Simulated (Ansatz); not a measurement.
Hf, DFT, PBE, PAW with Ansatz's default frozen-core files, scalar-relativistic (Ansatz 0.2.0), run on 1 thread of Arm Neoverse V1 on a shared host.

The geometry is COD entry 1522789, unchecked; take it as a test cell. The listed cell was then made from it by scaling, straining or moving an atom.

Command: `ansatz run input.yaml --threads 1 --pin off --max-ram 3072MiB --backend cpu --events-out ev --progress --plain --runs-dir out`

```yaml
crystal:
  lattice:
    - [-1.7689, 1.805, 1.805]
    - [1.805, -1.7689, 1.805]
    - [1.805, 1.805, -1.7689]
  atoms:
    - { symbol: Hf, position: [0.0, 0.0, 0.0] }
kpoints:
  mp_grid: { grid: [14, 14, 14] }
scf:
  occupations: { method: fermi_dirac, width: 0.05 }
hamiltonian:
  xc: pbe
  pseudopotentials: { kind: paw }
output:
  forces: true
  stress: true
  eigenvalues: true
  efg: { contact_densities: true }
  write_density: true
  write_potential: true
  elf: true
  volumetric_format: npy
```

Q: How large is the problem that the program sets up?

A: 288 irreducible k-points, 447 plane waves at Γ, 17 bands.

Q: Estimate the wall time and the peak memory.

A: 10 s of wall time for 6 SCF iterations, with a peak of 0.44 GiB. Times on shared machines scatter by tens of per cent.

Q: And the same cell and mesh by crystal-made all-electron datasets, asked for forces, stress, eigenvalues, efg, on the same hardware?

A: 27 s, peak memory 0.68 GiB.
